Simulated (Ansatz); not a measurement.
**ZrC: one input, then a changed one**

Structure: COD 1562921, as refined from experiment and not relaxed.

First run: DFT, LDA, all-electron LAPW, scalar-relativistic (Ansatz 0.2.0).

Command: `ansatz run input.yaml --threads 1 --pin off --max-ram 2048MiB --backend cpu --events-out ev --progress --plain --runs-dir out` The run took 26 s on 1 thread of Arm Neoverse V1, with other jobs on the host, peak memory 0.42 GiB.

```yaml
crystal:
  lattice:
    - [0.0, 2.35021, 2.35021]
    - [2.35021, 0.0, 2.35021]
    - [2.35021, 2.35021, 0.0]
  atoms:
    - { symbol: Zr, position: [0.5, 0.5, 0.5] }
    - { symbol: C, position: [0.0, 0.0, 0.0] }
kpoints:
  mp_grid: { grid: [15, 15, 15] }
  band_path:
    path:
      - [0.0, 0.0, 0.0]
      - [0.5, 0.0, 0.5]
      - [0.625, 0.25, 0.625]
      - [0.375, 0.375, 0.75]
      - [0.0, 0.0, 0.0]
      - [0.5, 0.5, 0.5]
      - [0.5, 0.25, 0.75]
      - [0.5, 0.0, 0.5]
    npoints: 5
scf:
  occupations: { method: fermi_dirac, width: 0.05 }
hamiltonian:
  xc: lda
  pseudopotentials: { kind: all_electron, lapw: { basis_error: 0.0005 } }
output:
  forces: true
  stress: true
  eigenvalues: true
```

Result: converged; pressure -8.60 GPa; no gap on the k mesh; 10 SCF iterations.

The input is then changed:

```diff
@@ -22,7 +22,10 @@
 scf:
   occupations: { method: fermi_dirac, width: 0.05 }
+  mixing: { preconditioner: kerker_dos }
+  convergence: { dr2_threshold: 0.0001 }
 hamiltonian:
   xc: lda
   pseudopotentials: { kind: all_electron, lapw: { basis_error: 0.0005 } }
+  hubbard: { sites: [{ species: Zr, l: d, u_eff: 8.0 }], double_counting: fll }
 output:
   forces: true
```

Task: Predict the outcome of the changed run.

Result: It converged; pressure 5.36 GPa; no gap on the k mesh; 8 SCF iterations. Some of these settings are too coarse for converged properties.
